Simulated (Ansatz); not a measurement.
# Si: the cost of one run

Program: Ansatz 0.2.0. Level of theory: DFT PBE, scalar-relativistic, plane waves, PAW. These are calculated values, not measurements.

8 further runs of the same task are left out: 8 set aside as unsound or not needed.

### Step 1. The system as given

It takes space group Cmmm (No. 65, orthorhombic). Conventional cell: a = 2.582 Å, b = 4.821 Å, c = 3.764 Å, α = 90.00°, β = 90.00°, γ = 90.00°. Around Si (site symmetry mmm) lie 6 Si at 2.58 to 2.73 Å.

As a file:

```
CELL_PARAMETERS angstrom
1.29108 -2.41045 0.00000
1.29108 2.41045 0.00000
0.00000 0.00000 3.76426
ATOMIC_POSITIONS crystal
Si 0.00000 0.00000 0.00000
```

This is candidate A: Ba type (Cmmm, No. 65).

(A quick probe on a coarse mesh, which set the mesh and smearing, is not shown.)

### Step 3. Coarse relaxation (candidate A)

File input.yaml:

```yaml
crystal:
  lattice:
    - [1.2910763954, -2.4104495361, 0.0]
    - [1.2910763954, 2.4104495361, 0.0]
    - [0.0, 0.0, 3.7642636591]
  atoms:
    - { symbol: Si, position: [0.0, 0.0, 0.0] }
basis:
  ecutwfc: 420
kpoints:
  mp_grid: { grid: [8, 8, 4] }
hamiltonian:
  xc: pbe
scf:
  occupations: { method: gaussian, width: 0.1 }
  lower_state_search: "off"
output:
  forces: true
  stress: true
  eigenvalues: true
relax:
  adjacent_minimum: "off"
  f_tol: 0.04
  max_steps: 70
  cell: { stress_tol: 0.4 }
```

Q: Estimate wall time and peak memory on 1 thread of an x86-64 CPU, shared host.

About 7.9 s, with a peak of 0.38 GiB.
